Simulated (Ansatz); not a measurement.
# Sn (I4_1/amd) in Ansatz: notebook

The runs below take Sn through single point, equation of state, with r2SCAN.

Program: Ansatz 0.2.0. These are calculated values, not measurements. Logs are shortened: lines on timing, memory, paths and dates and some standing lists are left out, and cuts for length are marked.

## Step 1: Starting point

Symmetry: I4_1/amd, No. 141, tetragonal system. Conventional cell: a = 5.880 Å, b = 5.880 Å, c = 3.199 Å, α = 90.00°, β = 90.00°, γ = 90.00°. Sn (site symmetry -4m2) has 6 Sn at 3.05 to 3.20 Å as nearest neighbours.

## Step 2: Single point, r2SCAN, 25.99 Å³/atom (volume scaled by 0.94)

Contents of input.yaml:

```yaml
crystal:
  lattice:
    - [-2.8801207477, 2.8801207477, 1.566654012]
    - [2.8801207477, -2.8801207477, 1.566654012]
    - [2.8801207477, 2.8801207477, -1.566654012]
  atoms:
    - { symbol: Sn, position: [0.0, 0.0, 0.0] }
    - { symbol: Sn, position: [0.75, 0.25, 0.5] }
hamiltonian:
  xc: r2scan
  pseudopotentials: { kind: paw }
kpoints:
  mp_grid: { grid: [9, 9, 9] }
scf:
  occupations: { method: fermi_dirac, width: 0.05 }
output:
  forces: true
  stress: true
  eigenvalues: true
```

Potentials or basis: Ansatz PAW.

Started as:

```console
> ansatz run input.yaml --threads 2 --pin off --max-ram 5632MiB --backend cpu --events-out ev --progress --plain --runs-dir out
```

Log:

```text
Warning: RAYON_NUM_THREADS=2 ignored (pool sized by the plan → 2); use --threads N
Engine: ansatz 0.2.0, x86_64-unknown-linux-gnu
Pseudopotentials: kind: paw
Pseudopotential: Sn, paw, valence charge 14, recommended cutoff 500 eV (meta_gga), Sn.paw.azcp
Functional definition: r2SCAN
  parameter k0 = 0.174
  parameter k1 = 0.065
  parameter a1 = 4.9479
  exchange = r2scan_x(k0 = k0, k1 = k1, a1 = a1)
  correlation = r2scan_c
Crystal: 2 atoms, lattice volume = 51.982 Å³
Basis set: ecut = 500 eV, 1301 PW (Γ), exchange–correlation on 128×128×128 points (64 copies of the dense FFT grid, shifted against one another)
Bands: 18, of which v1, the nominal top of the filled ones, is band 14 counted from 1 (13 counted from 0)
Symmetry: 16 space group operations
Space group: I41/amd (ITA 141), of the structure as read, at distance tolerance 3.7e-5 Å
k-points: 75 of 729
Non-local potential: Sn, projectors of the file, l = 0: 2, l = 1: 2, l = 2: 2, l = 3: 2
PAW form: soft (Blöchl's): semilocal exchange-correlation on the pseudo side does not see the compensation charge
PAW frozen core: Sn, regenerated for the run's functional (the file was generated under x = pbe(κ = 0.804, μ = 0.2195149727645171), c = pbe(β = 0.06672455060314922))
PAW one-centre angular grid: Sn, 590 points (default); XC on 249 of its mesh's 2787 points in the sphere
Initial density: superposition of atomic densities (neutral atoms: chi_scale 0, normalization atom), corrected by the library's trained network
Initial wavefunctions: pseudopotential atomic-orbital guess
Functional: x = r2scan, c = r2scan; τ floored in thin density (d = 2e-4 eV/Å³)
SCF iter   1: F=—  HF=-12076.964787 eV  |F-HF|=—  |Δ(HF+E_count)|=         —  Δρ=5.61e-3  dr2=6.92e-3  dr2_τ=2.23e-3  ethr=1.77e-3  ⟨swp⟩=6.0  Hψ=6940  notcnv=0
preconditioner: auto → Kerker (q_TF=auto, 2.461 Å⁻¹)  [metal: Δε(μ)=0.081 eV  Ē_g=21.362 eV  σ=0.050 eV  W_gap=0.37  n_scr=16 (ndim 8)  ℏωp=27.3 eV  f_vac=0.000  D(μ)=0.80/eV (n_scr^D=4)]
SCF iter   2: F=—  HF=-12076.989899 eV  |F-HF|=—  |Δ(HF+E_count)|=   2.51e-2  Δρ=2.67e-3  dr2=1.89e-3  dr2_τ=3.87e-5  ethr=2.47e-5  ⟨swp⟩=2.0  Hψ=3290  notcnv=0
SCF iter   3: F=—  HF=-12076.990623 eV  |F-HF|=—  |Δ(HF+E_count)|=   7.24e-4  Δρ=9.85e-4  dr2=3.43e-4  dr2_τ=1.21e-5  ethr=6.74e-6  ⟨swp⟩=2.0  Hψ=1572  notcnv=0
SCF iter   4: F=—  HF=-12076.990701 eV  |F-HF|=—  |Δ(HF+E_count)|=   7.81e-5  Δρ=1.86e-4  dr2=2.24e-5  dr2_τ=1.39e-7  ethr=1.23e-6  ⟨swp⟩=2.9  Hψ=2399  notcnv=0
SCF iter   5: F=—  HF=-12076.990717 eV  |F-HF|=—  |Δ(HF+E_count)|=   1.65e-5  Δρ=8.05e-5  dr2=3.01e-6  dr2_τ=6.97e-8  ethr=8.01e-8  ⟨swp⟩=2.9  Hψ=2367  notcnv=0
SCF iter   6: F=-12076.990719 eV  HF=-12076.990719 eV  |F-HF|=4.45e-8  |Δ(HF+E_count)|=   1.35e-6  Δρ=1.08e-5  dr2=4.11e-8  dr2_τ=1.27e-9  ethr=3.57e-10  ⟨swp⟩=3.8  Hψ=6057  notcnv=0
SCF 1 converged in 6 iterations: F = -12076.990719 eV  dr2 = 4.11e-8
SCF converged after 6 iterations
Free energy (F): -12076.990719 eV
Harris-Foulkes:  -12076.990719 eV  (|F-HF|=4.45e-8)
Internal energy: -12076.984182 eV  (E = F + TS)
E sigma→0 (E₀):  -12076.987451 eV
Entropy (-TS):   -0.006537 eV (-3.268 meV/atom)
Fermi energy:    11.377620 eV
--- Per-component energies (eV) ---
  E_band       = -165.416895
  E_kinetic    = 374.397938
  E_local      = -1640.906870  (includes V_loc(G=0)·N_el)
  E_nonlocal   = -65.429683
  E_hartree    = 1045.807423
  E_xc         = -750.003916
  E_vxc        = -209.918578  (∫ρ·V_xc dr)
  E_paw        = -8318.985256  (= ΣΔE_a)
  E_vpaw       = -728.459710  (= ΣTr[D̂ρ^β])
  E_aug_tail   = -0.000001  (compensation charges beyond the density's cutoff)
  E_vtau       = 13.290052  (kinetic-family band-sum trace: ∫τ·v_τ [+ j·A + Jᵃ·Aᵃ] dr)
  E_ewald      = -2723.334458
  E_core_change = 1.470640  (= ΣΔE_core)
  E_smearing   = -0.006537  (= −TS)
  E_closure    = 0.000000  (closes the sum)
  Σ components = -12076.990719   (vs F -12076.990719, Δ=0.00e0)
--- Forces (eV/Å), atoms counted from 1 ---
  atom   1  Sn    -0.00000000     0.00000000    -0.00000000
  atom   2  Sn     0.00000000     0.00000000     0.00000000
  max |Σ_I F_I| component: 1.39e-17 eV/Å
--- Stress (GPa, compression-positive) ---
        4.043196       0.000000       0.000000
        0.000000       4.043196      -0.000000
       -0.000000      -0.000000       3.078999
  P = ⅓ Tr σ = 3.7218 GPa (37.218 kbar)
--- Band table (eV; the first three rows and the last of 75) ---
  k-point 0: bands = ["-11.1463", "-11.0454", "-10.9965", "-10.9843", "-10.7947", "-10.7947", "-10.7834", "-10.7834", "-10.6763", "-10.5480", "-0.6663", "7.8163", "9.0546", "9.0546", "14.6222", "18.1207", "18.1207", "18.9207"]
  k-point 1: bands = ["-11.1340", "-11.0477", "-10.9919", "-10.9858", "-10.8008", "-10.7883", "-10.7801", "-10.7789", "-10.6837", "-10.5606", "-0.5448", "6.6950", "9.2007", "9.9588", "15.1652", "17.0588", "17.5052", "18.8376"]
  k-point 2: bands = ["-11.0986", "-11.0526", "-11.0094", "-10.9558", "-10.8205", "-10.7735", "-10.7734", "-10.7656", "-10.7047", "-10.5945", "-0.1802", "5.1290", "9.6348", "10.9681", "15.4658", "16.2575", "16.6971", "18.4723"]
  k-point 74: bands = ["-11.0612", "-11.0597", "-10.8590", "-10.8303", "-10.8178", "-10.8080", "-10.7898", "-10.7768", "-10.7720", "-10.7702", "2.9658", "3.3981", "6.1021", "6.5420", "16.9114", "16.9221", "20.9940", "21.5199"]
```

It took 4 s on 2 threads of AMD EPYC 7R13 (Zen 3), shared host; peak memory 0.56 GiB.

Results:

```
Free energy            : -12076.9907 eV
Pressure               : 3.7 GPa
Band gap on the k mesh : none (metal or under the smearing width)
```

Caveat: the PAW data sets come from PBE, with cores solved anew for the run's functional, which leaves a small shift of forces and pressure.

## Step 3: Single point, r2SCAN, 26.54 Å³/atom (volume scaled by 0.96)

input.yaml: that of step 2 with these lines changed.

```diff
@@ -2,5 +2,5 @@
   lattice:
-    - [-2.8801207477, 2.8801207477, 1.566654012]
-    - [2.8801207477, -2.8801207477, 1.566654012]
-    - [2.8801207477, 2.8801207477, -1.566654012]
+    - [-2.9004039564, 2.9004039564, 1.5776871502]
+    - [2.9004039564, -2.9004039564, 1.5776871502]
+    - [2.9004039564, 2.9004039564, -1.5776871502]
   atoms:
```

Potentials or basis: Ansatz PAW.

Started as:

```console
> ansatz run input.yaml --threads 2 --pin off --max-ram 5632MiB --backend cpu --events-out ev --progress --plain --runs-dir out
```

It took 3.7 s on 2 threads of AMD EPYC 7R13 (Zen 3), shared host; peak memory 0.62 GiB.

The run converged. Its results:

```
Free energy            : -12077.0114 eV
Pressure               : 2.3 GPa
Band gap on the k mesh : none (metal or under the smearing width)
```

Caveat: the PAW data sets come from PBE, with cores solved anew for the run's functional, which leaves a small shift of forces and pressure.

## Step 4: Single point, r2SCAN, 27.10 Å³/atom (volume scaled by 0.98)

Contents of input.yaml:

```yaml
crystal:
  lattice:
    - [-2.9204073745, 2.9204073745, 1.5885680951]
    - [2.9204073745, -2.9204073745, 1.5885680951]
    - [2.9204073745, 2.9204073745, -1.5885680951]
  atoms:
    - { symbol: Sn, position: [0.0, 0.0, 0.0] }
    - { symbol: Sn, position: [0.75, 0.25, 0.5] }
hamiltonian:
  xc: r2scan
  pseudopotentials: { kind: paw }
kpoints:
  mp_grid: { grid: [9, 9, 9] }
scf:
  occupations: { method: fermi_dirac, width: 0.05 }
output:
  forces: true
  stress: true
  eigenvalues: true
  write_density: true
  write_potential: true
  elf: true
  volumetric_format: npy
```

Started as:

```console
> ansatz run input.yaml --threads 2 --pin off --max-ram 5632MiB --backend cpu --events-out ev --progress --plain --runs-dir out
```

It took 7.5 s on 2 threads of AMD EPYC 7R13 (Zen 3), shared host; peak memory 0.62 GiB.

The run converged. Its results:

```yaml
Free_energy: -12077.0227 eV
Pressure: 1.0 GPa
Band_gap_on_the_k_mesh: none (metal or under the smearing width)
```

Caveat: the PAW data sets come from PBE, with cores solved anew for the run's functional, which leaves a small shift of forces and pressure.

## Step 5: Single point, r2SCAN, 27.65 Å³/atom

Contents of input.yaml:

```yaml
crystal:
  lattice:
    - [-2.9401404553, 2.9401404553, 1.5993019889]
    - [2.9401404553, -2.9401404553, 1.5993019889]
    - [2.9401404553, 2.9401404553, -1.5993019889]
  atoms:
    - { symbol: Sn, position: [0.0, 0.0, 0.0] }
    - { symbol: Sn, position: [0.75, 0.25, 0.5] }
hamiltonian:
  xc: r2scan
  pseudopotentials: { kind: paw }
kpoints:
  mp_grid: { grid: [9, 9, 9] }
scf:
  occupations: { method: fermi_dirac, width: 0.05 }
output:
  forces: true
  stress: true
  eigenvalues: true
```

Started as:

```console
> ansatz run input.yaml --threads 2 --pin off --max-ram 5632MiB --backend cpu --events-out ev --progress --plain --runs-dir out
```

It took 5.6 s on 2 threads of AMD EPYC 7R13 (Zen 3), shared host; peak memory 0.63 GiB.

Results (log left out):

| Quantity | Value |
| --- | --- |
| Free energy | -12077.0258 eV |
| Pressure | -0.1 GPa |
| Band gap on the k mesh | none (metal or under the smearing width) |

Caveat: the PAW data sets come from PBE, with cores solved anew for the run's functional, which leaves a small shift of forces and pressure.

## Step 6: Single point, r2SCAN, 28.20 Å³/atom (volume scaled by 1.02)

input.yaml: that of step 5 with these lines changed.

```diff
@@ -2,5 +2,5 @@
   lattice:
-    - [-2.9401404553, 2.9401404553, 1.5993019889]
-    - [2.9401404553, -2.9401404553, 1.5993019889]
-    - [2.9401404553, 2.9401404553, -1.5993019889]
+    - [-2.9596121516, 2.9596121516, 1.6098937015]
+    - [2.9596121516, -2.9596121516, 1.6098937015]
+    - [2.9596121516, 2.9596121516, -1.6098937015]
   atoms:
```

Potentials or basis: Ansatz PAW.

Started as:

```console
> ansatz run input.yaml --threads 2 --pin off --max-ram 5632MiB --backend cpu --events-out ev --progress --plain --runs-dir out
```

Run time: 4.7 s. Hardware: 2 threads of AMD EPYC 7R13 (Zen 3), shared host; peak memory 0.64 GiB.

It converged, with:

```
Free energy            : -12077.0216 eV
Pressure               : -1.1 GPa
Band gap on the k mesh : none (metal or under the smearing width)
```

Caveat: the PAW data sets come from PBE, with cores solved anew for the run's functional, which leaves a small shift of forces and pressure.

## Step 7: Single point, r2SCAN, 28.76 Å³/atom (volume scaled by 1.04)

input.yaml: that of step 6 with these lines changed.

```diff
@@ -2,5 +2,5 @@
   lattice:
-    - [-2.9596121516, 2.9596121516, 1.6098937015]
-    - [2.9596121516, -2.9596121516, 1.6098937015]
-    - [2.9596121516, 2.9596121516, -1.6098937015]
+    - [-2.9788309508, 2.9788309508, 1.6203478496]
+    - [2.9788309508, -2.9788309508, 1.6203478496]
+    - [2.9788309508, 2.9788309508, -1.6203478496]
   atoms:
```

Started as:

```console
> ansatz run input.yaml --threads 2 --pin off --max-ram 5632MiB --backend cpu --events-out ev --progress --plain --runs-dir out
```

Wall time 5.7 s (2 threads of AMD EPYC 7R13 (Zen 3), shared host); peak memory 0.63 GiB.

Results (log left out):

```yaml
Free_energy: -12077.0109 eV
Pressure: -2.0 GPa
Band_gap_on_the_k_mesh: none (metal or under the smearing width)
```

Caveat: the PAW data sets come from PBE, with cores solved anew for the run's functional, which leaves a small shift of forces and pressure.

## Step 8: Single point, r2SCAN, 29.31 Å³/atom (volume scaled by 1.06)

Contents of input.yaml:

```yaml
crystal:
  lattice:
    - [-2.9978049079, 2.9978049079, 1.6306688148]
    - [2.9978049079, -2.9978049079, 1.6306688148]
    - [2.9978049079, 2.9978049079, -1.6306688148]
  atoms:
    - { symbol: Sn, position: [0.0, 0.0, 0.0] }
    - { symbol: Sn, position: [0.75, 0.25, 0.5] }
hamiltonian:
  xc: r2scan
  pseudopotentials: { kind: paw }
kpoints:
  mp_grid: { grid: [9, 9, 9] }
scf:
  occupations: { method: fermi_dirac, width: 0.05 }
output:
  forces: true
  stress: true
  eigenvalues: true
  write_density: true
  write_potential: true
  elf: true
  volumetric_format: npy
```

Started as:

```console
> ansatz run input.yaml --threads 2 --pin off --max-ram 5632MiB --backend cpu --events-out ev --progress --plain --runs-dir out
```

It took 5.7 s on 2 threads of AMD EPYC 7R13 (Zen 3), shared host; peak memory 0.62 GiB.

Results (log left out):

* Free energy: -12076.9942 eV
* Pressure: -2.8 GPa
* Band gap on the k mesh: none (metal or under the smearing width)

Caveat: the PAW data sets come from PBE, with cores solved anew for the run's functional, which leaves a small shift of forces and pressure.

## Step 9: Equation of state, r2SCAN

Potentials or basis: Ansatz PAW.

No new run: the results of the series are fitted here.

What came out:

| Property | Result |
| --- | --- |
| Equilibrium volume | 27.60 Å³/atom |
| Bulk modulus at fixed shape and positions | 54 GPa |
| Pressure derivative of the bulk modulus | 4.7 |

Energy against volume, from the lowest point:
```
volume (Å³/atom)  energy (meV/atom)
          25.991              17.56
          26.544               7.23
          27.097               1.56
          27.650               0.00
          28.203               2.11
          28.756               7.49
          29.309              15.81
```

Caveat: the cell was scaled at fixed shape and fractional positions, which overstates the stiffness of a crystal with free parameters, most of all of layers and chains; the PAW data sets were made with another functional, which shifts forces and pressure a little.
